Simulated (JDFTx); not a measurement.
# AlN (P6_3mc) in JDFTx: equation of state

Aim: energy against volume of AlN in PBE, for its equilibrium volume and stiffness.

Everything below comes from runs of JDFTx 1.7.0 (patched build). Logs are shortened: lines on timing, memory, paths and dates and some standing lists are left out, and cuts for length are marked. The log counts tension as positive stress, the text compression.

## (1) Starting point

Symmetry: P6_3mc, No. 186, hexagonal system. The conventional cell has a = 3.113 Å, b = 3.113 Å, c = 4.981 Å, α = 90.00°, β = 90.00°, γ = 120.00°. Al (site symmetry 3m) is surrounded by 4 N at 1.89 Å. Around N (site symmetry 3m) lie 4 Al at 1.89 Å.

## (2) Equation of state, PBE, 9.82 Å³/atom (volume scaled by 0.94)

AlN.in reads:

```
lattice \
    5.7626282719    -2.8813141360     0.0000000000 \
    0.0000000000     4.9905824761     0.0000000000 \
    0.0000000000     0.0000000000     9.2205754650
coords-type Lattice
ion Al     0.6666666667     0.3333333333     0.5000000000 1
ion Al     0.3333333333     0.6666666667     0.0000000000 1
ion N      0.6666666667     0.3333333333     0.8800000000 1
ion N      0.3333333333     0.6666666667     0.3800000000 1

ion-species pseudo/Al.upf
ion-species pseudo/N.upf
elec-cutoff 42 336
elec-ex-corr gga-PBE
kpoint-folding 10 10 6
elec-smearing Fermi 0.0018374661
elec-n-bands 14
electronic-SCF nIterations 100 energyDiffThreshold 1e-09
electronic-minimize nIterations 30 energyDiffThreshold 1e-7
forces-output-coords Cartesian

dump-name run.$VAR
dump End Ecomponents EigStats BandEigs Kpoints Forces Stress ElecDensity Dtot KEdensity
```

Potentials or basis: PseudoDojo-SR-PBE-0.5-standard.

On the command line:

```bash
$ jdftx -c 1 -i AlN.in -o AlN.out
```

What it wrote:

```text
*************** JDFTx 1.7.0 (patched build) ***************

Input parsed successfully to the following command list (including defaults):

basis kpoint-dependent
coords-type Lattice
core-overlap-check vector
coulomb-interaction Periodic
davidson-band-ratio 1.1
dump End Forces ElecDensity KEdensity Dtot BandEigs EigStats Ecomponents Stress Kpoints
dump-name run.$VAR
elec-cutoff 42 336
elec-eigen-algo Davidson
elec-ex-corr gga-PBE
elec-n-bands 14 1
elec-smearing Fermi 0.00183747
electronic-minimize  \
	dirUpdateScheme      FletcherReeves \
	linminMethod         DirUpdateRecommended \
	nIterations          30 \
	history              15 \
	knormThreshold       0 \
	maxThreshold         no \
	energyDiffThreshold  1e-07 \
	nEnergyDiff          2 \
	convergeAll          no \
	alphaTstart          1 \
	alphaTmin            1e-10 \
	updateTestStepSize   yes \
	alphaTreduceFactor   0.1 \
	alphaTincreaseFactor 3 \
	nAlphaAdjustMax      3 \
	wolfeEnergy          0.0001 \
	wolfeGradient        0.9 \
	abortOnFailedStep    no \
	fdTest               no
electronic-scf  \
	nIterations	100 \
	energyDiffThreshold	1e-09 \
	residualThreshold	1e-07 \
	mixFraction	0.5 \
	qMetric	0.8 \
	history	10 \
	nEigSteps	2 \
	eigDiffThreshold	1e-08 \
	mixedVariable	Density \
	qKerker	0.8 \
	qKappa	-1 \
	verbose	no \
	mixFractionMag	1.5
exchange-regularization WignerSeitzTruncated
fluid None
fluid-ex-corr lda-TF lda-PZ
fluid-gummel-loop 10 1.000000e-05
fluid-minimize  \
	dirUpdateScheme      PolakRibiere \
	linminMethod         DirUpdateRecommended \
	nIterations          100 \
	history              15 \
	knormThreshold       0 \
	maxThreshold         no \
	energyDiffThreshold  0 \
	nEnergyDiff          2 \
	convergeAll          no \
	alphaTstart          1 \
	alphaTmin            1e-10 \
	updateTestStepSize   yes \
	alphaTreduceFactor   0.1 \
	alphaTincreaseFactor 3 \
	nAlphaAdjustMax      3 \
	wolfeEnergy          0.0001 \
	wolfeGradient        0.9 \
	abortOnFailedStep    no \
	fdTest               no
fluid-solvent H2O 55.338 ScalarEOS \
	epsBulk 78.4 \
	pMol 0.92466 \
	epsInf 1.77 \
	Pvap 1.06736e-10 \
	sigmaBulk 4.62e-05 \
	Rvdw 2.61727 \
	Res 1.42 \
	tauNuc 343133 \
	poleEl 15 7 1
forces-output-coords Cartesian
ion Al   0.666666666700000   0.333333333300000   0.500000000000000 1
ion Al   0.333333333300000   0.666666666700000   0.000000000000000 1
ion N   0.666666666700000   0.333333333300000   0.880000000000000 1
ion N   0.333333333300000   0.666666666700000   0.380000000000000 1
ion-species pseudo/Al.upf
ion-species pseudo/N.upf
ion-width 0
ionic-minimize  \
	dirUpdateScheme      L-BFGS \
	linminMethod         DirUpdateRecommended \
	nIterations          0 \
	history              15 \
	knormThreshold       0.0001 \
	maxThreshold         no \
	energyDiffThreshold  1e-06 \
	nEnergyDiff          2 \
	convergeAll          no \
	alphaTstart          1 \
	alphaTmin            1e-10 \
	updateTestStepSize   yes \
	alphaTreduceFactor   0.1 \
	alphaTincreaseFactor 3 \
	nAlphaAdjustMax      3 \
	wolfeEnergy          0.0001 \
	wolfeGradient        0.9 \
	abortOnFailedStep    no \
	fdTest               no
kpoint   0.000000000000   0.000000000000   0.000000000000  1.00000000000000
kpoint-folding 10 10 6
latt-move-scale 1 1 1
latt-scale 1 1 1
lattice  \
	   5.762628271900000   -2.881314136000000    0.000000000000000  \
	   0.000000000000000    4.990582476100000    0.000000000000000  \
	   0.000000000000000    0.000000000000000    9.220575465000000
lattice-minimize  \
	dirUpdateScheme      L-BFGS \
	linminMethod         DirUpdateRecommended \
	nIterations          0 \
	history              15 \
	knormThreshold       0 \
	maxThreshold         no \
	energyDiffThreshold  1e-06 \
	nEnergyDiff          2 \
	convergeAll          no \
	alphaTstart          1 \
	alphaTmin            1e-10 \
	updateTestStepSize   yes \
	alphaTreduceFactor   0.1 \
	alphaTincreaseFactor 3 \
	nAlphaAdjustMax      3 \
	wolfeEnergy          0.0001 \
	wolfeGradient        0.9 \
	abortOnFailedStep    no \
	fdTest               no
lcao-params -1 1e-06 0.00183747
pcm-variant GLSSA13
perturb-minimize  \
	nIterations            0 \
	algorithm              MINRES \
	residualTol            0.0001 \
	residualDiffThreshold  0.0001 \
	CGBypass               no \
	recomputeResidual      no
spintype no-spin
subspace-rotation-factor 1 yes
symmetries automatic
symmetry-threshold 0.0001

---------- Setting up symmetries ----------

Found 24 point-group symmetries of the bravais lattice
Found 12 space-group symmetries with basis
Applied RMS atom displacement 3.32706e-10 bohrs to make symmetries exact.

---------- Initializing the Grid ----------
R =
[      5.76263     -2.88131            0  ]
[            0      4.99058            0  ]
[            0            0      9.22058  ]
unit cell volume = 265.173
G =
[    1.09033   0.629504         -0  ]
[          0    1.25901          0  ]
[          0         -0   0.681431  ]
Minimum fftbox size, Smin = [  48  48  80  ]
Chosen fftbox size, S = [  48  48  80  ]

---------- Initializing tighter grid for wavefunction operations ----------
R =
[      5.76263     -2.88131            0  ]
[            0      4.99058            0  ]
[            0            0      9.22058  ]
unit cell volume = 265.173
G =
[    1.09033   0.629504         -0  ]
[          0    1.25901          0  ]
[          0         -0   0.681431  ]
Minimum fftbox size, Smin = [  36  36  56  ]
Chosen fftbox size, S = [  36  36  56  ]

---------- Exchange Correlation functional ----------
Initalized PBE GGA exchange.
Initalized PBE GGA correlation.

---------- Setting up pseudopotentials ----------
Width of ionic core gaussian charges (only for fluid interactions / plotting) set to 0

Reading pseudopotential file 'pseudo/Al.upf':
  'Al' pseudopotential, 'PBE' functional
  Generated using ONCVPSP code by D. R. Hamann
  3 valence electrons, 2 orbitals, 6 projectors, 1001 radial grid points, with lMax = 2
    3S    l: 0   occupation:  2.0   eigenvalue: -0.284914
    3P    l: 1   occupation:  1.0   eigenvalue: -0.099668
  Core radius for overlap checks: 1.74 bohrs.

Reading pseudopotential file 'pseudo/N.upf':
  'N' pseudopotential, 'PBE' functional
  Generated using ONCVPSP code by D. R. Hamann
  5 valence electrons, 2 orbitals, 4 projectors, 1001 radial grid points, with lMax = 1
    2S    l: 0   occupation:  2.0   eigenvalue: -0.682907
    2P    l: 1   occupation:  3.0   eigenvalue: -0.260548
  Core radius for overlap checks: 1.31 bohrs.

Initialized 2 species with 4 total atoms.

Folded 1 k-points by 10x10x6 to 600 k-points.

---------- Setting up k-points, bands, fillings ----------
Adding inversion symmetry to k-mesh for non-inversion-symmetric unit cell.
Reduced to 56 k-points under symmetry.
Computing the number of bands and number of electrons
Calculating initial fillings.
nElectrons:  16.000000   nBands: 14   nStates: 56

----- Setting up reduced wavefunction bases (one per k-point) -----
average nbasis = 3447.628 , ideal nbasis = 3447.449

---------- Setting up ewald sum ----------
Optimum gaussian width for ewald sums = 2.034277 bohr.
Real space sum over 1089 unit cells with max indices [  5  5  4  ]
Reciprocal space sum over 2873 terms with max indices [  6  6  8  ]

---------- Allocating electronic variables ----------
Initializing wave functions:  linear combination of atomic orbitals
Al pseudo-atom occupations:   s ( 2 )  p ( 1 )
N pseudo-atom occupations:   s ( 2 )  p ( 3 )
	FillingsUpdate:  mu: +0.560873738  nElectrons: 16.000000
LCAOMinimize: Iter:   0  F: -23.8575224311363385  |grad|_K:  9.222e-03  alpha:  1.000e+00
	FillingsUpdate:  mu: +0.456741677  nElectrons: 16.000000
LCAOMinimize: Iter:   1  F: -24.1717206179629578  |grad|_K:  6.272e-04  alpha:  4.024e-01  linmin: -5.498e-01  cgtest:  9.230e-01
LCAOMinimize: Encountered beta<0, resetting CG.
[... 5 lines of inner loops ...]
LCAOMinimize: Iter:   4  F: -24.1730472474618381  |grad|_K:  3.245e-07  alpha:  4.203e-01  linmin:  4.143e-05  cgtest:  4.328e-03
	FillingsUpdate:  mu: +0.449924756  nElectrons: 16.000000
LCAOMinimize: Iter:   5  F: -24.1730472481487233  |grad|_K:  2.724e-08  alpha:  8.053e-01  linmin: -8.507e-03  cgtest:  1.736e-02
LCAOMinimize: Converged (|Delta F|<1.000000e-06 for 2 iters).

-------- Electronic minimization -----------
Will mix electronic density at each iteration.
	FillingsUpdate:  mu: +0.449924756  nElectrons: 16.000000
	FillingsUpdate:  mu: +0.422839383  nElectrons: 16.000000
SCF: Cycle:  0   F: -24.322079452040082   dF: -1.490e-01   |Residual|: 1.312e-01   |deigs|: 6.396e-02
	FillingsUpdate:  mu: +0.414831459  nElectrons: 16.000000
SCF: Cycle:  1   F: -24.333111606377358   dF: -1.103e-02   |Residual|: 4.121e-02   |deigs|: 1.308e-02
	FillingsUpdate:  mu: +0.414761566  nElectrons: 16.000000
SCF: Cycle:  2   F: -24.333407784278865   dF: -2.962e-04   |Residual|: 1.448e-02   |deigs|: 1.226e-03
	FillingsUpdate:  mu: +0.416589580  nElectrons: 16.000000
SCF: Cycle:  3   F: -24.333459830348993   dF: -5.205e-05   |Residual|: 3.216e-03   |deigs|: 1.866e-03
	FillingsUpdate:  mu: +0.416579385  nElectrons: 16.000000
SCF: Cycle:  4   F: -24.333464793752697   dF: -4.963e-06   |Residual|: 1.668e-03   |deigs|: 4.207e-04
	FillingsUpdate:  mu: +0.416792918  nElectrons: 16.000000
SCF: Cycle:  5   F: -24.333467397475424   dF: -2.604e-06   |Residual|: 1.048e-04   |deigs|: 2.739e-04
	FillingsUpdate:  mu: +0.416814509  nElectrons: 16.000000
SCF: Cycle:  6   F: -24.333467774819916   dF: -3.773e-07   |Residual|: 1.559e-04   |deigs|: 1.356e-04
	FillingsUpdate:  mu: +0.416808766  nElectrons: 16.000000
SCF: Cycle:  7   F: -24.333467949544271   dF: -1.747e-07   |Residual|: 2.733e-05   |deigs|: 1.501e-04
	FillingsUpdate:  mu: +0.416808348  nElectrons: 16.000000
SCF: Cycle:  8   F: -24.333467999888210   dF: -5.034e-08   |Residual|: 1.085e-05   |deigs|: 1.201e-04
	FillingsUpdate:  mu: +0.416808105  nElectrons: 16.000000
SCF: Cycle:  9   F: -24.333468023201188   dF: -2.331e-08   |Residual|: 1.013e-05   |deigs|: 1.053e-04
	FillingsUpdate:  mu: +0.416808008  nElectrons: 16.000000
SCF: Cycle: 10   F: -24.333468029989049   dF: -6.788e-09   |Residual|: 4.731e-06   |deigs|: 9.904e-05
	FillingsUpdate:  mu: +0.416807780  nElectrons: 16.000000
SCF: Cycle: 11   F: -24.333468033218949   dF: -3.230e-09   |Residual|: 2.077e-06   |deigs|: 1.798e-04
	FillingsUpdate:  mu: +0.416807782  nElectrons: 16.000000
SCF: Cycle: 12   F: -24.333468034063241   dF: -8.443e-10   |Residual|: 9.665e-07   |deigs|: 9.290e-05
	FillingsUpdate:  mu: +0.416807784  nElectrons: 16.000000
SCF: Cycle: 13   F: -24.333468034461820   dF: -3.986e-10   |Residual|: 6.568e-07   |deigs|: 1.324e-04
SCF: Converged (|Delta E|<1.000000e-09 for 2 iters).

Setting wave functions to eigenvectors of Hamiltonian

# Stress tensor in Cartesian coordinates [Eh/a0^3]:
[ -0.000590001            0            0  ]
[            0 -0.000590001            0  ]
[            0            0 -0.000632277  ]

# Ionic positions in lattice coordinates:
ion Al   0.666666666666667   0.333333333333333   0.500000000000000 1
ion Al   0.333333333333333   0.666666666666667   0.000000000000000 1
ion N   0.666666666666667   0.333333333333333   0.880000000000000 1
ion N   0.333333333333333   0.666666666666667   0.380000000000000 1

# Forces in Cartesian coordinates:
force Al   0.000000000000000  -0.000000000000000  -0.003510205879718 1
force Al  -0.000000000000000   0.000000000000000  -0.003510205879718 1
force N  -0.000000000000000  -0.000000000000000   0.003510621364741 1
force N  -0.000000000000000  -0.000000000000000   0.003510621364741 1

# Energy components:
   Eewald =      -22.1963377681770062
       EH =        5.5706716076845604
     Eloc =      -15.6619758563342675
      Enl =       -1.3594190288898826
      Exc =       -8.5808339262180411
 Exc_core =        1.2492309560646744
       KE =       16.6451959814081505
-------------------------------------
     Etot =      -24.3334680344618164
       TS =        0.0000000000000049
-------------------------------------
        F =      -24.3334680344618199

IonicMinimize: Iter:   0  F: -24.333468034461820  |grad|_K:  2.027e-03
IonicMinimize: None of the convergence criteria satisfied after 0 iterations.

#--- Lowdin population analysis ---
# oxidation-state Al +1.112 +1.112
# oxidation-state N -1.047 -1.047

Dumping 'run.eigStats' ...
	eMin: -0.284763 at state 0 ( [ +0.000000 +0.000000 +0.000000 ] spin 0 )
	HOMO: +0.285807 at state 0 ( [ +0.000000 +0.000000 +0.000000 ] spin 0 )
	mu  : +0.416808
	LUMO: +0.461234 at state 0 ( [ +0.000000 +0.000000 +0.000000 ] spin 0 )
	eMax: +0.793233 at state 0 ( [ +0.000000 +0.000000 +0.000000 ] spin 0 )
	HOMO-LUMO gap: +0.175427
	Optical gap  : +0.175427 at state 0 ( [ +0.000000 +0.000000 +0.000000 ] spin 0 )
Done!
[note: mu as printed may lie anywhere between the filled and the empty levels]
```

Run time: 2.4 min. Hardware: 1 thread of Arm Neoverse V1, shared host; peak memory 0.25 GiB.

Results:

```
Free energy            : -662.1474 eV
Pressure               : 17.8 GPa
Largest force          : 0.181 eV/Å
Band gap on the k mesh : 4.77 eV, direct
Loewdin charges        : Al +1.11; N -1.05 e
```

## (3) Equation of state, PBE, 10.03 Å³/atom (volume scaled by 0.96)

AlN.in: that of step 2 with these lines changed.

```diff
@@ -1,5 +1,5 @@
 lattice \
-    5.7626282719    -2.8813141360     0.0000000000 \
-    0.0000000000     4.9905824761     0.0000000000 \
-    0.0000000000     0.0000000000     9.2205754650
+    5.8032114984    -2.9016057492     0.0000000000 \
+    0.0000000000     5.0257285811     0.0000000000 \
+    0.0000000000     0.0000000000     9.2855112345
 coords-type Lattice
@@ -22,2 +22,2 @@
 dump-name run.$VAR
-dump End Ecomponents EigStats BandEigs Kpoints Forces Stress ElecDensity Dtot KEdensity
+dump End Ecomponents EigStats BandEigs Kpoints Forces Stress
```

Potentials or basis: PseudoDojo-SR-PBE-0.5-standard.

On the command line:

```bash
$ jdftx -c 1 -i AlN.in -o AlN.out
```

Wall time 2.3 min (1 thread of Arm Neoverse V1, shared host); peak memory 0.25 GiB.

The run converged. Its results:

```
Free energy            : -662.2262 eV
Pressure               : 12.5 GPa
Largest force          : 0.163 eV/Å
Band gap on the k mesh : 4.58 eV, direct
Loewdin charges        : Al +1.10; N -1.04 e
```

## (4) Equation of state, PBE, 10.24 Å³/atom (volume scaled by 0.98)

AlN.in: that of step 3 with these lines changed.

```diff
@@ -1,5 +1,5 @@
 lattice \
-    5.8032114984    -2.9016057492     0.0000000000 \
-    0.0000000000     5.0257285811     0.0000000000 \
-    0.0000000000     0.0000000000     9.2855112345
+    5.8432349113    -2.9216174556     0.0000000000 \
+    0.0000000000     5.0603898736     0.0000000000 \
+    0.0000000000     0.0000000000     9.3495512667
 coords-type Lattice
```

On the command line:

```bash
$ jdftx -c 1 -i AlN.in -o AlN.out
```

It took 2.4 min on 1 thread of Arm Neoverse V1, shared host; peak memory 0.26 GiB.

Results (log left out):

| Item | Value |
| --- | --- |
| Free energy | -662.2787 eV |
| Pressure | 7.7 GPa |
| Largest force | 0.146 eV/Å |
| Band gap on the k mesh | 4.40 eV, direct |
| Loewdin charges | Al +1.09; N -1.03 e |

## (5) Equation of state, PBE, 10.45 Å³/atom

AlN.in: that of step 4 with these lines changed.

```diff
@@ -1,5 +1,5 @@
 lattice \
-    5.8432349113    -2.9216174556     0.0000000000 \
-    0.0000000000     5.0603898736     0.0000000000 \
-    0.0000000000     0.0000000000     9.3495512667
+    5.8827174260    -2.9413587130     0.0000000000 \
+    0.0000000000     5.0945827342     0.0000000000 \
+    0.0000000000     0.0000000000     9.4127258268
 coords-type Lattice
```

On the command line:

```bash
$ jdftx -c 1 -i AlN.in -o AlN.out
```

Run time: 2.4 min. Hardware: 1 thread of Arm Neoverse V1, shared host; peak memory 0.27 GiB.

The run converged. Its results:

- Free energy: -662.3074 eV
- Pressure: 3.4 GPa
- Largest force: 0.131 eV/Å
- Band gap on the k mesh: 4.22 eV, direct
- Loewdin charges: Al +1.09; N -1.02 e

## (6) Equation of state, PBE, 10.66 Å³/atom (volume scaled by 1.02)

AlN.in: that of step 5 with these lines changed.

```diff
@@ -1,5 +1,5 @@
 lattice \
-    5.8827174260    -2.9413587130     0.0000000000 \
-    0.0000000000     5.0945827342     0.0000000000 \
-    0.0000000000     0.0000000000     9.4127258268
+    5.9216769550    -2.9608384774     0.0000000000 \
+    0.0000000000     5.1283226760     0.0000000000 \
+    0.0000000000     0.0000000000     9.4750635760
 coords-type Lattice
```

Potentials or basis: PseudoDojo-SR-PBE-0.5-standard.

On the command line:

```bash
$ jdftx -c 1 -i AlN.in -o AlN.out
```

It took 2.4 min on 1 thread of Arm Neoverse V1, shared host; peak memory 0.27 GiB.

Results (log left out):

- Free energy: -662.3146 eV
- Pressure: -0.6 GPa
- Largest force: 0.116 eV/Å
- Band gap on the k mesh: 4.05 eV, direct
- Loewdin charges: Al +1.08; N -1.01 e

## (7) Equation of state, PBE, 10.87 Å³/atom (volume scaled by 1.04)

AlN.in: that of step 6 with these lines changed.

```diff
@@ -1,5 +1,5 @@
 lattice \
-    5.9216769550    -2.9608384774     0.0000000000 \
-    0.0000000000     5.1283226760     0.0000000000 \
-    0.0000000000     0.0000000000     9.4750635760
+    5.9601304801    -2.9800652400     0.0000000000 \
+    0.0000000000     5.1616244056     0.0000000000 \
+    0.0000000000     0.0000000000     9.5365916869
 coords-type Lattice
```

On the command line:

```bash
$ jdftx -c 1 -i AlN.in -o AlN.out
```

Wall time 2.4 min (1 thread of Arm Neoverse V1, shared host); peak memory 0.27 GiB.

The run converged. Its results:

* Free energy: -662.3021 eV
* Pressure: -4.2 GPa
* Largest force: 0.102 eV/Å
* Band gap on the k mesh: 3.88 eV, direct
* Loewdin charges: Al +1.07; N -1.01 e

## (8) Equation of state, PBE, 11.08 Å³/atom (volume scaled by 1.06)

AlN.in: that of step 7 with these lines changed.

```diff
@@ -1,5 +1,5 @@
 lattice \
-    5.9601304801    -2.9800652400     0.0000000000 \
-    0.0000000000     5.1616244056     0.0000000000 \
-    0.0000000000     0.0000000000     9.5365916869
+    5.9980941182    -2.9990470591     0.0000000000 \
+    0.0000000000     5.1945018808     0.0000000000 \
+    0.0000000000     0.0000000000     9.5973359469
 coords-type Lattice
```

On the command line:

```bash
$ jdftx -c 1 -i AlN.in -o AlN.out
```

Wall time 2.4 min (1 thread of Arm Neoverse V1, shared host); peak memory 0.29 GiB.

The run converged. Its results:

```
Free energy            : -662.2718 eV
Pressure               : -7.4 GPa
Largest force          : 0.090 eV/Å
Band gap on the k mesh : 3.72 eV, direct
Loewdin charges        : Al +1.06; N -1.00 e
```

## (9) Equation of state, PBE

Potentials or basis: PseudoDojo-SR-PBE-0.5-standard.

This step only gathers the single runs of the series.

Results:

- Equilibrium volume: 10.63 Å³/atom
- Bulk modulus at fixed shape and positions: 194 GPa
- Pressure derivative of the bulk modulus: 3.9

Energy against volume, from the lowest point:
```tsv
volume (Å³/atom)	energy (meV/atom)
9.824	41.79
10.033	22.09
10.242	8.96
10.451	1.78
10.660	0.00
10.869	3.12
11.078	10.69
```

Caveat: the cell was scaled at fixed shape and fractional positions, which overstates the stiffness of a crystal with free parameters, most of all of layers and chains.
